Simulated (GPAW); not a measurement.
Runs of GPAW 26.7.0 on Si. Symmetry: Fd-3m, No. 227, cubic system. Conventional cell: a = 5.444 Å, b = 5.444 Å, c = 5.444 Å, α = 90.00°, β = 90.00°, γ = 90.00°. Around Si (site symmetry -43m) lie 4 Si at 2.36 Å. 

```csv
task,level,potentials or basis,k mesh,cutoff (eV),smearing,maxiter,ranks,response ecut,frequency,extrapolate,mesh quality,gap on the mesh (eV),V0 of scaled cells (Å³/atom),B0 (GPa)
single point,PBE0,"GPAW PAW data sets (gpaw-data 1.2.1), pw",6 × 6 × 6,450,fermi-dirac 0.05 eV,60,8,-,-,-,not flagged,1.95,-,-
equation of state,revPBE+D4,"the program's PAW data sets (release 1.2.1) made for this functional, pw",8 × 8 × 8,600,fermi-dirac 0.05 eV,150,-,-,-,-,not flagged,-,19.69,97
one-shot levels of the hybrid HSE06,LDA,"the program's PAW data sets (release 1.2.1) made for this functional, pw",5 × 5 × 5,500,fermi-dirac 0.05 eV,150,-,-,-,-,coarse,(b),-,-
single point,YS-PBE0,"GPAW PAW data sets (gpaw-data 1.2.1), pw",4 × 4 × 4,450,fermi-dirac 0.05 eV,60,-,-,-,-,coarse,1.57,-,-
equation of state,PW91,"PAW data sets generated in the run's folder for this functional, pw",8 × 8 × 8,600,fermi-dirac 0.05 eV,150,-,-,-,-,not flagged,-,(a),89
```

Alike in all rows: no spin polarisation; cell as given.

Problem. Estimate the missing entries.

Solution. (a) 20.48; (b) 0.48.

Caveats: some runs use coarse meshes; the PAW data sets were made with another functional, which shifts forces and pressure a little (some runs); the cutoff is short for stress and forces, so pressures can be off by a GPa or more (some runs); energy and the plain gap are those of the semilocal run (some runs); the hybrids' values are one shot on its orbitals and mesh (some runs); an odd mesh through Γ misses points on the zone boundary, where band edges often lie (some runs); exact exchange converges slowly with the k mesh, and this mesh is small (some runs).
